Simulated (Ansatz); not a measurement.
Runs of Ansatz 0.2.0 on Ga2O3. It takes space group C2/m (No. 12, monoclinic). Conventional cell: a = 12.214 Å, b = 3.037 Å, c = 5.798 Å, α = 90.00°, β = 103.83°, γ = 90.00°. Ga (site symmetry m) is surrounded by 6 O at 1.94 to 2.07 Å. Ga (site symmetry m) is surrounded by 4 O at 1.83 to 1.86 Å. Around O (site symmetry m) lie 3 Ga at 1.83 to 1.94 Å. O (site symmetry m) has 4 Ga at 1.86 to 2.07 Å as nearest neighbours. O (site symmetry m) has 3 Ga at 1.83 to 1.94 Å as nearest neighbours. 

```tsv
level	gap on the mesh (eV)	pressure (GPa)	relaxed volume (Å³/atom)
r2SCAN+D3(BJ)-ATM	3.08	0.0	10.44
r2SCAN+D3(BJ)	3.10	0.0	10.42
r2SCAN+D4	(a)	0.0	10.41
r2SCAN+rVV10	3.05	0.0	10.42
r2SCAN	(b)	0.0	10.51
```

Alike in all rows: task relaxation of cell and atoms; potentials or basis Ansatz PAW; no spin polarisation; cell relaxed; k mesh 9 × 9 × 5; cutoff (eV) 500; smearing fermi-dirac 0.05 eV.

Task: Estimate the missing entries.

Result: (a) 3.11; (b) 3.03.

Caveats: odd divisions of the mesh miss points on the zone boundary, where band edges often lie, so the gap on the mesh can be too wide; the plane-wave basis is chosen anew once the cell has moved, so the energies of steps on either side of that aren't comparable; the PAW data sets come from PBE, with cores solved anew for the run's functional, which leaves a small shift of forces and pressure; the dispersion damping was fitted for another functional or another form of the correction (some runs).

A k mesh can miss the band edges, and the runs leave out spin-orbit coupling on Ga.
